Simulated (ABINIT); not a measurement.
Input of an ABINIT 10.8.3 (patched build) run:

run.abi

```
# Pseudopotentials
pp_dirpath "./"
pseudos "Te.upf, Sn.upf"

# Structure
acell 3*1.0 Angstrom
rprim
     0.0000000000     3.1508500000     3.1508500000
     3.1508500000     0.0000000000     3.1508500000
     3.1508500000     3.1508500000     0.0000000000
ntypat 2
znucl 52 50
natom 2
typat 1 2
xred
     0.5104120000     0.4941380000     0.5059000000
     0.0035920000    -0.0098350000    -0.0035280000
chkprim 0
chksymtnons 0
tolsym 1.0e-6

# Plane-wave basis
ecut 40.0

# k points
kptopt 1
ngkpt 7 7 7
nshiftk 1
shiftk 0.0 0.0 0.0

# Exchange and correlation
ixc -116133

# Bands and occupations
nband 19
occopt 3
tsmear 0.05 eV

# SCF cycle
nstep 100
tolvrs 1.0e-10

# Output
iomode 3
prtwf 0
prteig 0
prtebands 0
enunit 2
prtden 1
prtvha 1
prtvclmb 1
prtpot 1
prtelf 1
```

Potentials or basis: PseudoDojo NC SR PBEsol v0.4.1 standard.

Launch:

```console
$ abinit run.abi > log 2>&1
```

Task: Estimate the band gap on the k mesh.

Result: 0.67 eV, direct.

Task: Predict the largest force.

Result: 0.016 eV/Å.

Task: Predict the pressure.

Result: -0.2 GPa.

Forces in eV/Å, atoms in the order of the input:
```
Te  -0.009 -0.011 -0.007
Sn   0.009  0.011  0.007
```

Caveat: spin-orbit coupling is left out, which moves the levels of the heavy elements; an odd mesh through Γ misses points on the zone boundary, where band edges often lie.
